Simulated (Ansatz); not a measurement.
What internal relaxation does to the elastic constants of AlCu₃

The calculation used DFT PBEsol, scalar-relativistic, plane waves, PAW in Ansatz. Plane waves to 420 eV; Γ-centred k mesh 12×12×8; Fermi-Dirac smearing of 0.15 eV. No spin polarisation.

Equilibrium structure at this level:
```xyz
8
Lattice="5.1446 0.0000 0.0000 -2.5723 4.4554 0.0000 0.0000 0.0000 4.1761" Properties=species:S:1:pos:R:3 pbc="T T T"
Al    2.5723    1.4851    1.0440
Al    0.0000    2.9702    3.1321
Cu    1.2755    0.7364    3.1321
Cu    3.8691    0.7364    3.1321
Cu    2.5723    2.9826    3.1321
Cu    1.2968    3.7190    1.0440
Cu   -1.2968    3.7190    1.0440
Cu    0.0000    1.4728    1.0440
```

In a metal, frequencies and elastic constants depend on the k mesh and the smearing, soft modes and shear constants most.

Clamped-ion constants (GPa, Voigt order; atoms follow the strain homogeneously):
```
248.4 112.6  91.5   0.0   0.0   0.0
112.6 248.4  91.5   0.0   0.0   0.0
 91.5  91.5 281.7   0.0   0.0   0.0
  0.0   0.0   0.0  55.4   0.0   0.0
  0.0   0.0   0.0   0.0  55.4   0.0
  0.0   0.0   0.0   0.0   0.0  67.9
```

**Question.** What are the constants once the atoms relax in each strained cell?

**Answer.**
C11 = 228.0, C12 = 132.6, C13 = 91.6, C22 = 228.0, C23 = 91.6, C33 = 281.7, C44 = 55.3, C55 = 55.3, C66 = 47.7 GPa; the others vanish.
The Voigt shear modulus goes from 67.9 to 59.8 GPa and the Voigt bulk modulus from 152.2 to 152.1 GPa. Relaxation subtracts ΛᵀK⁻¹Λ/V, with Λ the forces that a strain puts on the atoms and K the zone-centre force constants. At a stable cell this can only lower the diagonal constants, and it acts only for strains that share their symmetry with an optical mode; elsewhere, and where the coupling is weak, the constants hardly move.

Cost: 2 runs of about 69 core-minutes in all, on Intel Xeon Platinum 8488C (Sapphire Rapids), Arm Neoverse V1 (shared hosts).